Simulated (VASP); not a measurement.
# MnO2 (P-3m1) in VASP: further runs, part 2 of 2

VASP 6.6.1.

## (3) Single point, r2SCAN, collinear spin, ferromagnetic start

Contents of INCAR:

```
SYSTEM = MnO2
PREC = Accurate ; ENCUT = 460
EDIFF = 1E-6 ; ISMEAR = 0
SIGMA = 0.5 ; LREAL = .FALSE.
LASPH = .TRUE. ; NELM = 100
ALGO = Normal ; ISIF = 2
LWAVE = .FALSE. ; LCHARG = .FALSE.
ISPIN = 2 ; MAGMOM = 4 0 0
LORBIT = 11 ; LMAXMIX = 4
METAGGA = R2SCAN ; LMIXTAU = .TRUE.
ADDGRID = .FALSE.
```

Contents of KPOINTS:

```
Automatic mesh
0
G
  8 8 4
  0 0 0
```

Contents of POSCAR:

```
MnO2
1.0
    2.8565781804      0.0000000000      0.0000000000
   -1.4282890902      2.4738692722      0.0000000000
    0.0000000000      0.0000000000      4.6013740589
Mn O
1 2
Direct
    0.0186700000     -0.0033200000      0.4886240000
    0.3165570000      0.6444560000      0.7182440000
    0.6490790000      0.3390650000      0.3129550000
```

Potentials or basis: VASP PAW PBE potentials, release 64 (Mn_pv, O).

Launch:

```
$ cat potpaw_PBE.64/Mn_pv/POTCAR potpaw_PBE.64/O/POTCAR > POTCAR
$ mpirun -np 1 vasp_std > vasp.out
```

OUTCAR:

```text
SYSTEM = MnO2
   PREC = Accurate
   ENCUT = 460
   EDIFF = 1E-6
   ISMEAR = 0
   LREAL = .FALSE.
   LASPH = .TRUE.
   NELM = 100
   ISIF = 2
   ISPIN = 2
   LORBIT = 11
   METAGGA = R2SCAN

 Found    132 irreducible k-points:

 Following reciprocal coordinates:
            Coordinates               Weight
  0.000000  0.000000  0.000000      1.000000
  0.125000  0.000000  0.000000      2.000000
  0.000000  0.125000  0.000000      2.000000
 -0.125000  0.125000  0.000000      2.000000
  0.250000  0.000000  0.000000      2.000000
  0.000000  0.250000  0.000000      2.000000
   k-points           NKPTS =    132   k-points in BZ     NKDIM =    132   number of bands    NBANDS=     18
   number of dos      NEDOS =    301   number of ions     NIONS =      3
   total plane-waves  NPLWV =  12800
   dimension x,y,z NGX =    20 NGY =   20 NGZ =   32
   dimension x,y,z NGXF=    40 NGYF=   40 NGZF=   64
   ions per type =               1   2
   NGX,Y,Z   is equivalent  to a cutoff of  11.64, 11.64, 11.56 a.u.
   NGXF,Y,Z  is equivalent  to a cutoff of  23.28, 23.28, 23.12 a.u.
 SYSTEM =  MnO2
   PREC   = accura    normal or accurate (medium, high low for compatibility)
   ISTART =      0    job   : 0-new  1-cont  2-samecut
   ICHARG =      2    charge: 1-file 2-atom 10-const
   ISPIN  =      2    spin polarized calculation?
   LNONCOLLINEAR =      F non collinear calculations
   LSORBIT =      F    spin-orbit coupling
   LASPH  =      T    aspherical Exc in radial PAW
   ENCUT  =  460.0 eV  33.81 Ry    5.81 a.u.   5.00  5.00  8.05*2*pi/ulx,y,z
   NELM   =    100;   NELMIN=  2; NELMDL= -5     # of ELM steps
   EDIFF  = 0.1E-05   stopping-criterion for ELM
   LREAL  =      F    real-space projection
   EDIFFG = 0.1E-04   stopping-criterion for IOM
   NSW    =      0    number of steps for IOM
   IBRION =     -1    ionic relax: 0-MD 1-quasi-New 2-CG
   NFREE  =      0    steps in history (QN), initial steepest desc. (CG)
   ISIF   =      2    stress and relaxation
   ISYM   =      2    0-nonsym 1-usesym 2-fastsym
   POTIM  = 0.5000    time-step for ionic-motion
   TEBEG  =    0.0;   TEEND  =   0.0 temperature during run
   PSTRESS=    0.0 pullay stress
   NELECT =      25.0000    total number of electrons
   NUPDOWN=      -1.0000    fix difference up-down
   EMIN   =  10.00;   EMAX   =-10.00  energy-range for DOS
   EFERMI =   0.00;   METHOD = LEGACY
   ISMEAR =     0;   SIGMA  =   0.50  broadening in eV -4-tet -1-fermi 0-gaus
   EFERMI_NEDOS =   21; number of points for ismear=-14 and -15
   IALGO  =     38    algorithm
   IMIX   =      4    mixing-type and parameters
     AMIX     =   0.40;   BMIX     =  1.00
     AMIX_MAG =   1.60;   BMIX_MAG =  1.00
  volume/ion in A,a.u.               =      10.84        73.15
  Fermi-wavevector in a.u.,A,eV,Ry     =   1.499747  2.834111 30.602787  2.249241
  Thomas-Fermi vector in A             =   2.611337
   LORBIT       =     11    0 simple, 1 ext, 2 COOP (PROOUT), +10 PAW based schemes
   METAGGA = R2SCAN    functional components
   LHFCALC =     F    Hartree Fock is set to
   AEXX    =    0.0000 exact exchange contribution
   IVDW    =     0    specifies the selected vdW correction
   LEPSILON=     F    determine dielectric tensor
   LRPA    =     F    only Hartree local field effects (RPA)
 spin polarized calculation
 Gauss-broadening in eV      SIGMA  =   0.50
  energy-cutoff  :      460.00
  volume of cell :       32.52
 maximum number of plane-waves:       746
   NGX =  9   NGY =  9   NGZ = 17

 number of electron      25.0000003 magnetization       2.9990840

 Free energy of the ion-electron system (eV)
  ---------------------------------------------------
  ext. energy  EPLUGINS =         0.00000000
  ---------------------------------------------------
  free energy    TOTEN  =       -32.19350736 eV

  energy without entropy =      -32.19230296  energy(sigma->0) =      -32.19290516

 E-fermi :   3.5511     XC(G=0): -11.5342

 val. band max:        2.6692368823   @ k =  -0.1250   0.1250   0.5000
 cond. band min:       4.4412908438   @ k =   0.0000   0.1250   0.5000
 fundamental gap:      1.7720539615
 Fermi energy:         3.5510702302

 spin component 1

 k-point     1 :       0.0000    0.0000    0.0000
  band No.  band energies     occupation
      1     -49.6695      1.00000
      2     -49.6570      1.00000
      3     -49.6496      1.00000
      4     -17.9750      1.00000
      5     -15.3217      1.00000
      6      -3.8392      1.00000
[... 10 lines left out ...]
     17      10.5515      0.00000
     18      14.2022      0.00000

 k-point     2 :       0.1250    0.0000    0.0000
  band No.  band energies     occupation
      1     -49.6923      1.00000
      2     -49.6605      1.00000
      3     -49.6496      1.00000
      4     -17.7893      1.00000
      5     -15.3678      1.00000
      6      -3.6832      1.00000
[... 10 lines left out ...]
     17      11.2351      0.00000
     18      14.9378      0.00000

 k-point     3 :       0.0000    0.1250    0.0000
  band No.  band energies     occupation
      1     -49.6861      1.00000
      2     -49.6661      1.00000
      3     -49.6502      1.00000
      4     -17.7885      1.00000
      5     -15.3700      1.00000
      6      -3.6835      1.00000
[... 34 lines left out ...]
 k-point     5 :       0.2500    0.0000    0.0000
  band No.  band energies     occupation
      1     -49.7506      1.00000
      2     -49.6725      1.00000
      3     -49.6418      1.00000
      4     -17.3313      1.00000
      5     -15.4581      1.00000
      6      -3.7164      1.00000
[... 10 lines left out ...]
     17      12.7561      0.00000
     18      16.4636      0.00000

 k-point     6 :       0.0000    0.2500    0.0000
  band No.  band energies     occupation
      1     -49.7424      1.00000
      2     -49.6811      1.00000
      3     -49.6414      1.00000
      4     -17.3280      1.00000
      5     -15.4658      1.00000
      6      -3.7494      1.00000
[... 10 lines left out ...]
     17      12.7653      0.00000
     18      16.4668      0.00000

 [... further k-points ...]

 spin component 2

 k-point     1 :       0.0000    0.0000    0.0000
  band No.  band energies     occupation
      1     -45.6889      1.00000
      2     -45.5596      1.00000
      3     -45.3749      1.00000
      4     -17.8389      1.00000
      5     -15.2820      1.00000
      6      -2.7614      1.00000
[... 10 lines left out ...]
     17      11.1168      0.00000
     18      14.8901      0.00000

 k-point     2 :       0.1250    0.0000    0.0000
  band No.  band energies     occupation
      1     -45.7167      1.00000
      2     -45.5698      1.00000
      3     -45.3696      1.00000
      4     -17.6463      1.00000
      5     -15.3296      1.00000
      6      -2.7864      1.00000
[... 10 lines left out ...]
     17      11.7559      0.00000
     18      15.6322      0.00000

 k-point     3 :       0.0000    0.1250    0.0000
  band No.  band energies     occupation
      1     -45.7150      1.00000
      2     -45.5717      1.00000
      3     -45.3694      1.00000
      4     -17.6456      1.00000
      5     -15.3317      1.00000
      6      -2.7817      1.00000
[... 34 lines left out ...]
 k-point     5 :       0.2500    0.0000    0.0000
  band No.  band energies     occupation
      1     -45.7860      1.00000
      2     -45.5912      1.00000
      3     -45.3567      1.00000
      4     -17.1669      1.00000
      5     -15.4304      1.00000
      6      -2.8161      1.00000
[... 10 lines left out ...]
     17      13.2122      0.00000
     18      17.1829      0.00000

 k-point     6 :       0.0000    0.2500    0.0000
  band No.  band energies     occupation
      1     -45.7817      1.00000
      2     -45.5961      1.00000
      3     -45.3559      1.00000
      4     -17.1643      1.00000
      5     -15.4377      1.00000
      6      -2.8077      1.00000
[... 10 lines left out ...]
     17      13.2120      0.00000
     18      17.1812      0.00000

 [... further k-points ...]

------------------------ aborting loop because EDIFF is reached ----------------------------------------

  FORCE on cell =-STRESS in cart. coord.  units (eV):
  Direction    XX          YY          ZZ          XY          YZ          ZX
  --------------------------------------------------------------------------------------
  -------------------------------------------------------------------------------------
  Total        1.2436956      1.5242521      0.4854723      1.0304502      0.7871734     -1.2414267
  in kB       61.2793700     75.1029468     23.9201895     50.7723387     38.7856049    -61.1675771
  external PRESSURE =      53.4341687 kB  Pullay stress =       0.0000000 kB

 VOLUME and BASIS-vectors are now :
 -----------------------------------------------------------------------------
  energy-cutoff  :      460.00
  volume of cell :       32.52
      direct lattice vectors                 reciprocal lattice vectors
     2.856578180  0.000000000  0.000000000     0.350069187  0.202112539  0.000000000
    -1.428289090  2.473869272  0.000000000     0.000000000  0.404225078  0.000000000
     0.000000000  0.000000000  4.601374059     0.000000000  0.000000000  0.217326387

 POSITION                                       TOTAL-FORCE (eV/Angst)
 -----------------------------------------------------------------------------------
     -1.37021      2.46566      2.24834        -1.794895     -0.172091      3.772692
     -0.01620      1.59430      3.30491         0.106334      0.506406     -1.237932
      1.36986      0.83880      1.44002         1.688562     -0.334315     -2.534761
 -----------------------------------------------------------------------------------
    total drift:                               -0.015338     -0.006284      0.015652

  FREE ENERGIE OF THE ION-ELECTRON SYSTEM (eV)
  ---------------------------------------------------
  free  energy   TOTEN  =       -32.1935073563 eV

  energy  without entropy=      -32.1923029608  energy(sigma->0) =      -32.19290516

 total charge

# of ion       s       p       d       tot
------------------------------------------
    1        0.394   6.484   4.908  11.787
    2        1.597   3.401   0.000   4.998
    3        1.594   3.519   0.000   5.113
--------------------------------------------------
tot          3.585  13.404   4.908  21.898

 magnetization (x)

# of ion       s       p       d       tot
------------------------------------------
    1        0.029   0.040   2.829   2.898
    2        0.005  -0.027   0.000  -0.023
    3        0.004   0.058   0.000   0.062
--------------------------------------------------
tot          0.037   0.070   2.829   2.937
```

OSZICAR:

```text
N       E                     dE             d eps       ncg     rms          rms(c)
DAV:   1     0.233460318226E+03    0.23346E+03   -0.14522E+04  9536   0.150E+03
DAV:   2    -0.299221956256E+02   -0.26338E+03   -0.25399E+03 10646   0.422E+02
DAV:   3    -0.459988758626E+02   -0.16077E+02   -0.15991E+02 10218   0.118E+02
DAV:   4    -0.461938639958E+02   -0.19499E+00   -0.19483E+00 10380   0.140E+01
DAV:   5    -0.461961413734E+02   -0.22774E-02   -0.22772E-02 10162   0.157E+00    0.336E+01
DAV:   6    -0.363628418457E+02    0.98333E+01   -0.88293E+01 10584   0.102E+02    0.308E+01
DAV:   7    -0.325329891741E+02    0.38299E+01   -0.62567E+01 10204   0.843E+01    0.144E+01
DAV:   8    -0.319279700938E+02    0.60502E+00   -0.35511E+00  9970   0.218E+01    0.564E+00
DAV:   9    -0.321038686751E+02   -0.17590E+00   -0.14310E+00  9910   0.109E+01    0.304E+00
DAV:  10    -0.321808550261E+02   -0.76986E-01   -0.13472E-01  9762   0.343E+00    0.145E+00
DAV:  11    -0.321913763890E+02   -0.10521E-01   -0.53094E-02  9748   0.229E+00    0.358E-01
DAV:  12    -0.321928400424E+02   -0.14637E-02   -0.54068E-03  9952   0.821E-01    0.148E-01
DAV:  13    -0.321933322857E+02   -0.49224E-03   -0.12452E-03  9986   0.331E-01    0.714E-02
DAV:  14    -0.321934682420E+02   -0.13596E-03   -0.30349E-04 10410   0.172E-01    0.341E-02
DAV:  15    -0.321935081869E+02   -0.39945E-04   -0.75569E-05  9796   0.712E-02    0.235E-02
DAV:  16    -0.321935113641E+02   -0.31772E-05   -0.22377E-05  9824   0.517E-02    0.912E-03
DAV:  17    -0.321935075772E+02    0.37870E-05   -0.37316E-06  7958   0.213E-02    0.282E-03
DAV:  18    -0.321935073563E+02    0.22082E-06   -0.74484E-07  5432   0.826E-03
   1 F= -.32193507E+02 E0= -.32192905E+02  d E =-.120440E-02  mag=     2.9990
```

Wall time 3.2 min (1 thread of Intel Xeon 6975P-C (Granite Rapids), shared host); peak memory 0.23 GiB.

These settings aren't checked as converged: the numbers below hold their error.

Results:

```yaml
Free_energy: -32.1935 eV
Pressure: 5.3 GPa
Largest_force: 4.181 eV/Å
Band_gap_on_the_k_mesh: 1.77 eV, indirect (least direct gap 1.79 eV)
Net_moment: 3.00 μB per cell
Site_moments: Mn +2.90; O -0.02, +0.06 μB
Valence_electrons_inside_the_program's_atomic_spheres: Mn 11.79; O 5.00, 5.11
```

Caveat: the cutoff is under 1.25 times the usual one of these potentials, so pressure, stress and relaxed cells hold a basis-set (Pulay) error; the PAW data sets were made with another functional, which shifts forces and pressure a little; a cell with one magnetic atom can't hold antiferromagnetic order, which such compounds often take.

## (4) Single point, r2SCAN, collinear spin, ferromagnetic start

Edit INCAR of step 3 so:

```diff
@@ -3,3 +3,3 @@
 EDIFF = 1E-6 ; ISMEAR = 0
-SIGMA = 0.5 ; LREAL = .FALSE.
+SIGMA = 0.2 ; LREAL = .FALSE.
 LASPH = .TRUE. ; NELM = 100
```

KPOINTS is that of step 3.

Contents of POSCAR:

```
MnO2
1.0
    2.8565781804      0.0000000000      0.0000000000
   -1.4282890902      2.4738692722      0.0000000000
    0.0000000000      0.0000000000      4.6013740589
Mn O
1 2
Direct
    0.0000000000      0.0000000000      0.5000000000
    0.3333333333      0.6666666667      0.7062925700
    0.6666666667      0.3333333333      0.2937074300
```

Launch:

```
$ cat potpaw_PBE.64/Mn_pv/POTCAR potpaw_PBE.64/O/POTCAR > POTCAR
$ mpirun -np 1 vasp_std > vasp.out
```

It took 57 s on 1 thread of Intel Xeon 6975P-C (Granite Rapids), shared host; peak memory 0.16 GiB.

These settings aren't checked as converged: the numbers below hold their error.

What came out:

```yaml
Free_energy: -32.5398 eV
Pressure: -0.7 GPa
Largest_force: 0.007 eV/Å
Band_gap_on_the_k_mesh: 1.88 eV, indirect (least direct gap 1.98 eV)
Net_moment: 3.00 μB per cell
Site_moments: Mn +2.93; O +0.01 μB
Valence_electrons_inside_the_program's_atomic_spheres: Mn 11.71; O 5.04
```

Caveat: the cutoff is under 1.25 times the usual one of these potentials, so pressure, stress and relaxed cells hold a basis-set (Pulay) error; the PAW data sets were made with another functional, which shifts forces and pressure a little; a cell with one magnetic atom can't hold antiferromagnetic order, which such compounds often take.

## (5) For comparison

An earlier run on the cell as given: functional PBE; potentials or basis VASP PAW PBE potentials, release 64 (Mn_pv, O); cutoff 520 eV; k mesh 11 × 11 × 6; occupations fermi-dirac, width 0.05 eV; collinear spin, ferromagnetic start; starting moments [4.0, 0.0, 0.0] μB.

* Pressure: 5.8 GPa
* Largest force: 0.310 eV/Å
* Band gap on the k mesh: 0.81 eV, indirect (least direct gap 0.87 eV)
* Net moment: 3.00 μB per cell
* Site moments: Mn +2.83; O +0.04 μB
* Valence electrons inside the program's atomic spheres: Mn 11.75; O 5.00
